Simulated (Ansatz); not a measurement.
Write a Python script for the Ansatz DFT code, driven from Python that makes a relaxation of cell and ions of TiO2, space group C2/c. Level of theory: PBEsol, PAW, cutoff 571 eV, 6×6×4 k-points, fixed occupations.

```xyz
6
Lattice="2.7060 -2.7067 0.0000 2.7060 2.7067 0.0000 -2.6335 0.0000 4.7966" Properties=species:S:1:pos:R:3 pbc="T T T"
Ti    2.0477    1.9807    1.1992
Ti    0.7309   -1.9807    3.5975
O    -0.6205   -0.6563    3.2001
O     3.3990    0.6563    1.5966
O     2.0823   -0.6563    3.9949
O     0.6963    0.6563    0.8018
```

The script, `tio2.py`:
```python
# -*- coding: utf-8 -*-
import itertools
import json
import logging
import sys

import ansatz as az
from ase import Atoms
from ase.io import write
from ase.neighborlist import neighbor_list
import numpy as np

logging.basicConfig(stream=sys.stdout, format="%(levelname)s %(message)s")
log = logging.getLogger("ansatz_job")
log.setLevel(logging.INFO)

def edges_and_angles(cell):
    cell = np.asarray(cell)
    a, b, c = np.linalg.norm(cell, axis=1)
    cosines = cell[1] @ cell[2] / (b * c), cell[0] @ cell[2] / (a * c), cell[0] @ cell[1] / (a * b)
    return (a, b, c, *np.degrees(np.arccos(cosines)))


def main():
    vectors = np.array([
        [2.70603, -2.70666, 0.0],
        [2.70603, 2.70666, 0.0],
        [-2.63353, 0.0, 4.79664],
    ])
    structure = (
        az.Lattice.of(vectors)
        .atom("Ti", (0.13411, 0.86589, 0.25))
        .atom("Ti", (0.86589, 0.13411, 0.75))
        .atom("O", (0.33122, 0.08876, 0.66715))
        .atom("O", (0.66878, 0.91124, 0.33285))
        .atom("O", (0.91124, 0.66878, 0.83285))
        .atom("O", (0.08876, 0.33122, 0.16715))
    )

    calc = (
        structure.calculation()
        .functional("pbesol")
        .basis(21 * az.Ha)
        .kpoints(6, 6, 4)
        .occupations(az.OccupationsMethod.FIXED)
        .relax(force_tolerance=0.005, max_steps=30, pressure=2)
        .density()
        .band_table()
    )
    done = calc.run(threads=1, pin="off", events_out="events.ndjson")
    with open("events.ndjson") as stream:
        events = [json.loads(line) for line in stream]
    steps = [e["data"] for e in events if e["event"] == "relax_step"]
    r = done.report
    log.info("step   energy (eV)     max comp. (eV/A)   P (GPa)  SCF")
    for s in steps:
        log.info(f"{s['step']:4d} {s['lagrangian_ev']:15.5f} {s['allowed_force_max_ev_ang']:12.4f} {s['pressure_gpa']:10.3f} {s['n_scf']:5d}")

    first, last = steps[0], steps[-1]
    symbols = [site.symbol for site in done.lattice.sites]
    log.info(f"energy gained {first['lagrangian_ev'] - last['lagrangian_ev']:.4f} eV in {len(steps) - 1} steps")
    for label, vectors in (("before", first["cell_ang"]), ("after", done.lattice.cell_ang)):
        print(label, "a b c (A) {:.4f} {:.4f} {:.4f}  angles {:.2f} {:.2f} {:.2f}".format(*edges_and_angles(vectors)), f" V = {abs(np.linalg.det(vectors)):.3f} A^3")
    print("final stress xx yy zz (GPa, compression positive):", np.round(np.diag(r["stress_gpa"]), 3) + 0.0)

    relaxed = Atoms(symbols, positions=[site.position_ang for site in done.lattice.sites], cell=done.lattice.cell_ang, pbc=True)
    write("relaxed.cif", relaxed, format="cif")

    log.info("relaxed fractional positions")
    for site in done.lattice.sites:
        print(f"  {site.symbol:2s}", " ".join(f"{v % 1:8.5f}" for v in np.round(site.position_frac, 5)))

    final = Atoms(symbols, positions=last["positions_ang"], cell=done.lattice.cell_ang, pbc=True)
    i, j, d = neighbor_list("ijd", final, 4.5)
    log.info("neighbours within 1.15 times the shortest distance of each atom (A)")
    for atom in range(len(final)):
        near = [m for m in np.argsort(d) if i[m] == atom]
        shell = [m for m in near if d[m] < 1.15 * d[near[0]]]
        print(f"{symbols[atom]}{atom} ({len(shell)}):", ", ".join(f"{symbols[j[m]]} {d[m]:.3f}" for m in shell))

    for key in ("converged", "n_iterations", "n_electrons", "n_kpoints", "n_pw", "n_symmetry_ops", "free_energy_ev", "fermi_energy_ev"):
        log.info(f"{key:18s} {r[key]}")

    rho = done.density()
    total = sum(channel.density_e_per_ang3 for channel in rho.channels[:2])
    grid_cell = np.asarray(rho.fft_grid_basis) @ done.lattice.cell_ang
    mesh = np.stack(np.meshgrid(*[np.arange(n) / n for n in rho.dims], indexing="ij"), axis=-1)
    for site in done.lattice.sites:
        offset = mesh - site.position_ang @ np.linalg.inv(grid_cell)
        offset -= offset.round()
        distance = np.min([np.linalg.norm((offset + shift) @ grid_cell, axis=-1) for shift in itertools.product((-1, 0, 1), repeat=3)], axis=0)
        inside = [total[distance < radius].sum() * rho.cell_volume_ang3 / total.size for radius in (0.8, 1.0, 1.2)]
        print(site.symbol, "electrons within 0.8, 1.0, 1.2 A:", np.round(inside, 2))

    print("band  energy (eV)  occupation (first spin channel), at k =", r["kpoints_frac"][0])
    for band, (e, occ) in enumerate(zip(r["eigenvalues_ev"][0], r["occupations"][0]), start=1):
        log.info(f"{band:4d} {e:12.4f} {occ:9.4f}")


if __name__ == "__main__":
    main()
```

```console
$ python tio2.py
INFO step   energy (eV)     max comp. (eV/A)   P (GPa)  SCF
INFO    1     -7199.69093       0.2307     -7.546     7
INFO    2     -7199.75301       0.0821     -0.924     6
INFO    3     -7199.75039       0.0911      2.290     5
INFO    4     -7199.75484       0.0056      2.008     7
INFO    5     -7199.75508       0.0005      2.004     4
INFO    6     -7199.75522       0.0001      2.000     5
INFO    7     -7199.75468       0.0001      2.001     5
INFO energy gained 0.0637 eV in 6 steps
before a b c (A) 3.8273 3.8273 5.4720  angles 109.89 109.89 90.01  V = 70.264 A^3
after a b c (A) 3.7639 3.7639 5.4352  angles 110.25 110.25 90.00  V = 67.140 A^3
final stress xx yy zz (GPa, compression positive): [1.999 1.999 2.006]
INFO relaxed fractional positions
  Ti  0.12502  0.87498  0.25000
  Ti  0.87498  0.12502  0.75000
  O   0.33347  0.08352  0.66697
  O   0.66653  0.91648  0.33303
  O   0.91648  0.66653  0.83303
  O   0.08352  0.33347  0.16697
INFO neighbours within 1.15 times the shortest distance of each atom (A)
Ti0 (6): O 1.923, O 1.923, O 1.923, O 1.923, O 1.976, O 1.976
Ti1 (6): O 1.923, O 1.923, O 1.923, O 1.923, O 1.976, O 1.976
O2 (3): Ti 1.923, Ti 1.923, Ti 1.976
O3 (3): Ti 1.923, Ti 1.923, Ti 1.976
O4 (3): Ti 1.923, Ti 1.923, Ti 1.976
O5 (3): Ti 1.923, Ti 1.923, Ti 1.976
INFO converged          True
INFO n_iterations       5
INFO n_electrons        48.0
INFO n_kpoints          47
INFO n_pw               2107
INFO n_symmetry_ops     4
INFO free_energy_ev     -7199.754679476356
INFO fermi_energy_ev    7.37298422067309
Ti electrons within 0.8, 1.0, 1.2 A: [ 7.92  9.16 10.29]
Ti electrons within 0.8, 1.0, 1.2 A: [ 7.92  9.16 10.29]
O electrons within 0.8, 1.0, 1.2 A: [4.92 6.03 6.95]
O electrons within 0.8, 1.0, 1.2 A: [4.92 6.03 6.95]
O electrons within 0.8, 1.0, 1.2 A: [4.92 6.02 6.94]
O electrons within 0.8, 1.0, 1.2 A: [4.92 6.02 6.94]
band  energy (eV)  occupation (first spin channel), at k = [0.0, 0.0, 0.0]
INFO    1     -48.6115    2.0000
INFO    2     -48.5441    2.0000
INFO    3     -25.2337    2.0000
INFO    4     -24.9793    2.0000
INFO    5     -24.9793    2.0000
INFO    6     -24.9010    2.0000
INFO    7     -24.9010    2.0000
INFO    8     -24.8021    2.0000
INFO    9     -10.2387    2.0000
INFO   10      -9.1967    2.0000
INFO   11      -9.0186    2.0000
INFO   12      -8.6929    2.0000
INFO   13       3.3872    2.0000
INFO   14       3.5354    2.0000
INFO   15       3.5354    2.0000
INFO   16       3.8858    2.0000
INFO   17       5.2710    2.0000
INFO   18       5.2710    2.0000
INFO   19       5.3621    2.0000
INFO   20       6.6324    2.0000
INFO   21       6.6486    2.0000
INFO   22       6.6487    2.0000
INFO   23       6.9129    2.0000
INFO   24       6.9129    2.0000
INFO   25       9.5112    0.0000
INFO   26      10.2935    0.0000
INFO   27      11.4590    0.0000
INFO   28      11.4590    0.0000
INFO   29      11.4917    0.0000
INFO   30      11.4917    0.0000
```

File `relaxed.cif` afterwards:
```cif
data_image0
_chemical_formula_structural       Ti2O4
_chemical_formula_sum              "Ti2 O4"
_cell_length_a       3.7638914717860694
_cell_length_b       3.7638914717860694
_cell_length_c       5.435217230829123
_cell_angle_alpha    110.25479996682691
_cell_angle_beta     110.25479996682691
_cell_angle_gamma    90.00038244192697

_space_group_name_H-M_alt    "P 1"
_space_group_IT_number       1

loop_
  _space_group_symop_operation_xyz
  'x, y, z'

loop_
  _atom_site_type_symbol
  _atom_site_label
  _atom_site_symmetry_multiplicity
  _atom_site_fract_x
  _atom_site_fract_y
  _atom_site_fract_z
  _atom_site_occupancy
  Ti  Ti1       1.0  0.12502406618743223  0.8749759338125677  0.24999999999999994  1.0000
  Ti  Ti2       1.0  0.8749759338125679  0.12502406618743236  0.75  1.0000
  O   O1        1.0  0.3334730658887331  0.08351911674906068  0.6669706558577504  1.0000
  O   O2        1.0  0.6665269341112666  0.9164808832509391  0.33302934414224955  1.0000
  O   O3        1.0  0.9164808832509391  0.6665269341112666  0.8330293441422495  1.0000
  O   O4        1.0  0.0835191167490608  0.3334730658887332  0.1669706558577504  1.0000
```

Reading the output:
- Total energies depend on the potentials; only differences at equal settings carry meaning. A total without «per atom» is that of the whole cell that was run.
- The run is spin-unpolarised.
- The computed bands are complete only to about 3.9 eV above the Fermi level.
- Part of the cell is held or a pressure is applied, so the end point needn't be the zero-pressure lattice.
- At a fixed pressure a relaxation lowers the enthalpy F + PV, while F alone can rise.
- With fixed filling the reported Fermi level is the top filled level among the k-points of the SCF.
- Only differences from the Fermi energy are physical; the zero of the scale is a convention.
- Energies along a relaxation are free energies. Rows at an unchanged volume are solved on a plane-wave basis chosen afresh for that cell, so the energy can jump there; the script counts such rows among its steps.
- Edges and angles are those of the cell as typed, here a primitive one, not of the conventional cell.
- The cell relaxed to the group I4_1/amd; tensors and edges are in the axes of the typed cell.
- Symmetry holds the cell in this phase, whether or not it is the stable one at this pressure.
- Densities and potentials on the grid are those of the valence electrons, and inside the cores they hang on the potentials used.
- This cell is a computed structure, which may not be the phase found in nature.
- Gaps and levels are Kohn-Sham values on a finite set of k-points.
- Hardware and time: 51 s on 1 thread of AMD EPYC 7B13 (Zen 3), with other jobs on the host, peak memory 0.58 GiB.
